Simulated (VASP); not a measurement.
C:

```
C
1.0
     0.00000    1.78337    1.78337
     1.78337    0.00000    1.78337
     1.78337    1.78337    0.00000
C
2
Direct
  0.75000 0.75000 0.75000
  0.50000 0.50000 0.50000
```

This isn't the form of C at room conditions, which is graphite.

Base run:

| Property | Result |
| --- | --- |
| Program | VASP 6.6.1 |
| Functional | AM05 |
| Potentials or basis | VASP PAW PBE potentials, release 64 (C) |
| Cutoff | 520 eV |
| k mesh | 13 × 13 × 13 |
| Occupations | fermi-dirac, width 0.05 eV |
| Spin | no spin polarisation |

Its results: band gap on the k mesh 4.03 eV, indirect (least direct gap 5.51 eV).

Q: The run is repeated on the same cell with these changes: functional from AM05 to LAK. What comes out?

A: Band gap on the k mesh 4.75 eV, indirect (least direct gap 6.09 eV).

LAK gives the wider gap, since meta-GGAs in the generalised Kohn-Sham scheme recover part of the derivative discontinuity.
